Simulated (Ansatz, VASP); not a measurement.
**Two plane-wave programs on Al2Cu**

The input INCAR:

```
SYSTEM = Al2Cu
PREC = Accurate
ENCUT = 520
EDIFF = 1E-6
ISMEAR = 0
SIGMA = 0.15
LREAL = .False.
LASPH = .True.
NELM = 80
ALGO = Fast
ISIF = 2
LWAVE = .False.
LCHARG = .False.
GGA = PS
NBANDS = 16
```

File KPOINTS:

```
regular mesh
0
Gamma
  10 10 14
  0 0 0
```

Contents of POSCAR:

```
Al2Cu
1.0
    4.2271551709      0.0000000000      0.0000000000
    0.0000000000      4.2271551709      0.0000000000
    0.0000000000      0.0000000000      2.6466817742
Al Cu
2 1
Direct
    0.5024873978      0.0000000000      0.5000000000
   -0.0363105904      0.5000000000      0.5000000000
    0.0143612780      0.0000000000      0.0000000000
```

Input for Ansatz:

```yaml
crystal:
  lattice:
    - [4.2271551709, 0.0, 0.0]
    - [0.0, 4.2271551709, 0.0]
    - [0.0, 0.0, 2.6466817742]
  atoms:
    - { symbol: Al, position: [0.5024873978, 0.0, 0.5] }
    - { symbol: Al, position: [-0.0363105904, 0.5, 0.5] }
    - { symbol: Cu, position: [0.014361278, 0.0, 0.0] }
basis:
  ecutwfc: 520.0
kpoints:
  mp_grid: { grid: [10, 10, 14] }
hamiltonian:
  xc: pbesol
  pseudopotentials: { kind: paw, azcp: { folder: soft_1 } }
scf:
  occupations: { method: gaussian, width: 0.15 }
output:
  forces: true
  stress: true
  eigenvalues: true
```

Change from the starting cell: mode 4 frozen in at -0.148 Å, strain +e along z and -e/2 along x and y -0.0700.

Alike in both runs: task single point; functional PBEsol; k mesh 10 × 10 × 14; occupations gaussian, width 0.15 eV; no spin polarisation.

```csv
,VASP,Ansatz
version,VASP 6.6.1,Ansatz 0.2.0
potentials or method,"VASP PAW PBE potentials, release 64 (Al, Cu)","scalar-relativistic, plane waves, PAW"
plane-wave cutoff (eV),520,520
valence electrons in the cell,17,25
```

|  | VASP | Ansatz | Ansatz less VASP |
| --- | --- | --- | --- |
| gap on the k mesh at the Fermi level (eV) | none | none | - |
| pressure (GPa) | 2.0 | 2.2 | +0.15 |
| largest component of the traceless stress (GPa) | 6.70 | 6.69 | -0.015 |
| rms of the force components (eV/Å) | 0.113 | 0.114 | +0.0011 |

Atom by atom the forces differ by 0.001 eV/Å (rms over components). A gap of «none» marks a metal or a gap that the smearing closes. With one functional, cell and mesh, what is left measures potentials, basis and numerics. The two sets of potentials don't hold the same shells in valence. Ansatz warned: «pseudo_functional_mismatch».

Caveats: the PAW data sets were made with another functional, which shifts forces and pressure a little (VASP).
